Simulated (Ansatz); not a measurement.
Pt: equation of state with r2SCAN

The system is Pt.

```
Pt
1.0
     2.76067    0.00000    0.00000
    -1.38033    2.39081    0.00000
     0.00000    0.00000    4.79213
Pt
2
Cartesian
  0.0000 1.5939 1.1980
  1.3803 0.7969 3.5941
```

This isn't the form of Pt at room conditions, which is fcc.

```json
{"Program": "Ansatz 0.2.0", "Task": "equation of state", "Functional": "r2SCAN", "Potentials or basis": "Ansatz PAW", "Cutoff": "500 eV", "Density cutoff": "2000 eV", "k mesh": "11 × 11 × 6", "Occupations": "fermi-dirac, width 0.05 eV", "Spin": "no spin polarisation"}
```

```json
{
  "Equilibrium volume": "15.42 Å³/atom",
  "Bulk modulus at fixed shape and positions": "266 GPa",
  "Pressure derivative of the bulk modulus": "5.5"
}
```

Energy against volume, from the lowest point:
| volume (Å³/atom) | energy (meV/atom) |
| --- | --- |
| 14.866 | 17.66 |
| 15.182 | 2.88 |
| 15.498 | 0.00 |
| 15.815 | 7.54 |
| 16.131 | 24.22 |
| 16.447 | 48.89 |
| 16.763 | 80.53 |

All runs of the series together: 21 s on 2 threads of Arm Neoverse V2, on a shared host.

Caveat: the cell was scaled at fixed shape and fractional positions, which overstates the stiffness of a crystal with free parameters, most of all of layers and chains; the PAW data sets were made with another functional, which shifts forces and pressure a little. Spin-orbit coupling is left out, which matters for the levels of Pt.
